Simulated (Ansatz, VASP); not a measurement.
# Pt: VASP beside Ansatz

```
CELL_PARAMETERS angstrom
-1.63536 1.63536 1.63536
1.63536 -1.63536 1.63536
1.63536 1.63536 -1.63536
ATOMIC_POSITIONS crystal
Pt 0.00000 0.00000 0.00000
```

This isn't the form of Pt at room conditions, which is fcc.

Alike in both runs: task single point; functional r2SCAN; k mesh 13 × 13 × 13; occupations fermi-dirac, width 0.1 eV; no spin polarisation.

|  | VASP | Ansatz |
| --- | --- | --- |
| version | VASP 6.6.1 | Ansatz 0.2.0 |
| potentials or method | VASP PAW PBE potentials, release 64 (Pt) | plane waves, PAW |
| plane-wave cutoff (eV) | 520 | 600 |
| valence electrons in the cell | 10 | 18 |

|  | VASP | Ansatz | Ansatz less VASP |
| --- | --- | --- | --- |
| pressure (GPa) | -22.1 | -22.4 | -0.26 |

The two sets of potentials don't hold the same shells in valence.

Caveats: so large a pressure means that the cell lies far from this level's equilibrium, or that cutoff or potentials fall short (VASP); the potentials were made for another functional, which shifts forces and pressure (VASP). Spin-orbit coupling is left out, which matters for the levels of Pt.
